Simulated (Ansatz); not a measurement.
# P: energy along a strain

P, Cmce, a = 3.323 Å, b = 10.192 Å, c = 4.167 Å. Ansatz: PBE+D3(BJ), PAW, 420 eV, Γ-centred 16×16×12 mesh on 4 atoms, Gaussian smearing 0.15 eV; no spin polarisation. Cell vectors (Å): 1.661 -5.096 0.000; 1.661 5.096 0.000; 0.000 0.000 4.167. The cell is strained by x per cent times the pattern (1 -1 0 0 0 0) in the order xx yy zz yz xz xy (engineering shears), with fractional coordinates held. y is the free energy over the start, V0 = 17.637 Å³/atom. Points with a strain past 8.5 % were computed too (5) and aren't used here.

| x (%) | y (meV/atom) |
| --- | --- |
| -7.50 | 108.74 |
| -3.75 | ? |
| 0.00 | 0.00 |
| 3.75 | 27.26 |
| 7.50 | 112.90 |

Question: Fit y = c2 x² + c3 x³ to the other rows, get the stiffness along the pattern, and predict the missing energy.

Answer: Least squares on the rows shown. y = 1.9686 x² + 0.0048299 x³. The clamped-ion stiffness p·C·p = 2 × 19.69 eV × 160.2 / 17.637 Å³ = 358 GPa. At x = -3.75 the fit asked for gives 27.43 meV/atom. The run gave 26.84 meV/atom, so the fit is 0.59 meV/atom too high, within twice the rms miss on the fitted rows (0.40 meV/atom).

Cost: 10 runs of about 2.3 core-minutes in all, on Intel Xeon 6975P-C (Granite Rapids) (shared hosts).